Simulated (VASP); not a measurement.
Here is a VASP 6.6.1 calculation.

File INCAR:

```
SYSTEM = InPd
PREC = Accurate
ENCUT = 600
EDIFF = 1E-7
ISMEAR = -1
SIGMA = 0.05
LREAL = .FALSE.
LASPH = .TRUE.
NELM = 80
ALGO = Normal
ISIF = 3
LWAVE = .FALSE.
LCHARG = .FALSE.
GGA = B5
ALDAX = 1.0
AGGAX = 1.0
AGGAC = 1.0
ALDAC = 0.0
IBRION = 2
NSW = 60
EDIFFG = -0.02
```

KPOINTS

```
Automatic mesh
0
G
  8 8 8
  0 0 0
```

File POSCAR:

```
InPd
1.0
    3.2718847800      0.0000000000      0.0000000000
    0.0000000000      3.2718847800      0.0000000000
    0.0000000000      0.0000000000      3.2718847800
In Pd
1 1
Direct
    0.0000000000      0.0000000000      0.0000000000
    0.5000000000      0.5000000000      0.5000000000
```

Potentials or basis: VASP PAW PBE potentials, release 64 (In_d, Pd).

Command:

```sh
$ cat potpaw_PBE.64/In_d/POTCAR potpaw_PBE.64/Pd/POTCAR > POTCAR
$ mpirun -np 1 vasp_std > vasp.out
```

Task: What does it give for the space group after relaxing (to 0.05 Å)?

Result: Pm-3m (No. 221).

Task: What does it give for the relaxed cell?

Result: a = 3.394 Å, b = 3.394 Å, c = 3.394 Å, α = 90.00°, β = 90.00°, γ = 90.00°.

Task: What does it give for the relaxed volume?

Result: 19.55 Å³/atom.

Task: What does it give for the band gap on the k mesh?

Result: None (metal or under the smearing width).

The path:
```
step  energy change (eV)  largest force (eV/Å)  pressure (GPa)  volume (Å³)
   1              0.0000                0.0000           11.84        35.03
   2             -0.0868                0.0000           -4.88        42.00
   3             -0.1343                0.0000            0.05        39.10
```

Caveat: the PAW data sets were made with another functional, which shifts forces and pressure a little.
